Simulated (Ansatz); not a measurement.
# Ga7H20N7: the cost of one run

Program: Ansatz 0.2.0. Level of theory: DFT PBE, scalar-relativistic, plane waves, PAW. These are calculated values, not measurements.

**1. The starting structure**

Symmetry: F-43m, No. 216, cubic system. The conventional cell has a = 4.548 Å, b = 4.548 Å, c = 4.548 Å, α = 90.00°, β = 90.00°, γ = 90.00°. Around Ga (site symmetry -43m) lie 4 N at 1.97 Å. N (site symmetry -43m) has 4 Ga at 1.97 Å in its first shell of neighbours.

Coordinates:

```xyz
2
Lattice="0.0000 2.2742 2.2742 2.2742 0.0000 2.2742 2.2742 2.2742 0.0000" Properties=species:S:1:pos:R:3 pbc="T T T"
Ga    0.0000    0.0000    0.0000
N     3.4114    3.4114    3.4114
```

It goes back to an entry of the Materials Project.

It is the result of an earlier relaxation at this level (volume 11.76 Å³/atom; gap on the mesh: 1.54 eV).

**2. Building the cluster of 14 host atoms with H caps, cut as a sphere about point 0.11 0.19 0.47**

The cluster is cut from the relaxed crystal and set in a periodic box with vacuum round it. Its excess energy counts from the bulk, -2083.9540 eV an atom. Each H cap counts from half an H2 molecule (-15.872 eV in a separate run).

The cell holds 7 Ga, 7 N, 20 H: a = 14.700 Å, b = 15.000 Å, c = 15.300 Å, α = 90.00°, β = 90.00°, γ = 90.00°.

**3. Relaxation**

File input.yaml:

```yaml
crystal:
  lattice:
    - [14.7, 0.0, 0.0]
    - [0.0, 15.0, 0.0]
    - [0.0, 0.0, 15.3]
  atoms:
    - { symbol: Ga, position: [0.472123245, 0.4726807801, 0.3245734127] }
    - { symbol: Ga, position: [0.472123245, 0.4726807801, 0.6218594895] }
    - { symbol: "N", position: [0.5494782956, 0.5484887297, 0.3988949319] }
    - { symbol: "N", position: [0.5494782956, 0.5484887297, 0.6961810087] }
    - { symbol: Ga, position: [0.472123245, 0.321064881, 0.4732164511] }
    - { symbol: Ga, position: [0.472123245, 0.6242966793, 0.4732164511] }
    - { symbol: "N", position: [0.5494782956, 0.3968728305, 0.5475379703] }
    - { symbol: "N", position: [0.5494782956, 0.7001046289, 0.5475379703] }
    - { symbol: Ga, position: [0.3174131438, 0.4726807801, 0.4732164511] }
    - { symbol: Ga, position: [0.6268333462, 0.4726807801, 0.4732164511] }
    - { symbol: "N", position: [0.3947681944, 0.5484887297, 0.5475379703] }
    - { symbol: "N", position: [0.7041883969, 0.5484887297, 0.5475379703] }
    - { symbol: Ga, position: [0.6268333462, 0.6242966793, 0.6218594895] }
    - { symbol: "N", position: [0.3947681944, 0.3968728305, 0.3988949319] }
    - { symbol: H, position: [0.5337858248, 0.412251452, 0.2653289733] }
    - { symbol: H, position: [0.4104606653, 0.5331101083, 0.2653289733] }
    - { symbol: H, position: [0.4104606653, 0.412251452, 0.6811039289] }
    - { symbol: H, position: [0.5895393347, 0.587748548, 0.360404914] }
    - { symbol: H, position: [0.5094172566, 0.587748548, 0.7346710267] }
    - { symbol: H, position: [0.5895393347, 0.5092289114, 0.7346710267] }
    - { symbol: H, position: [0.5337858248, 0.2606355528, 0.4139720117] }
    - { symbol: H, position: [0.4104606653, 0.2606355528, 0.5324608905] }
    - { symbol: H, position: [0.4104606653, 0.6847260075, 0.4139720117] }
    - { symbol: H, position: [0.5895393347, 0.3576130122, 0.5860279883] }
    - { symbol: H, position: [0.5094172566, 0.7393644472, 0.5860279883] }
    - { symbol: H, position: [0.5895393347, 0.7393644472, 0.5090479524] }
    - { symbol: H, position: [0.2557505641, 0.5331101083, 0.4139720117] }
    - { symbol: H, position: [0.2557505641, 0.412251452, 0.5324608905] }
    - { symbol: H, position: [0.688495926, 0.412251452, 0.4139720117] }
    - { symbol: H, position: [0.3547071553, 0.587748548, 0.5860279883] }
    - { symbol: H, position: [0.7442494359, 0.5092289114, 0.5860279883] }
    - { symbol: H, position: [0.7442494359, 0.587748548, 0.5090479524] }
    - { symbol: H, position: [0.688495926, 0.6847260075, 0.6811039289] }
    - { symbol: H, position: [0.3547071553, 0.3576130122, 0.360404914] }
basis:
  ecutwfc: 420
kpoints:
  mp_grid: { grid: [1, 1, 1] }
hamiltonian:
  xc: pbe
scf:
  occupations: { method: gaussian, width: 0.05 }
output:
  forces: true
  eigenvalues: true
  populations: true
  write_density: true
  write_potential: true
  elf: true
  volumetric_format: npy
relax:
  adjacent_minimum: "off"
  f_tol: 0.03
  max_steps: 40
```

Run with:

```
$ ansatz run input.yaml --threads 4 --pin off --max-ram 11264MiB --backend cpu --events-out ev --progress --plain --runs-dir out
```

What time and memory should one allow on 4 threads of AMD EPYC 9R14 (Zen 4), shared host?

About 43 s, with a peak of 2.1 GiB.
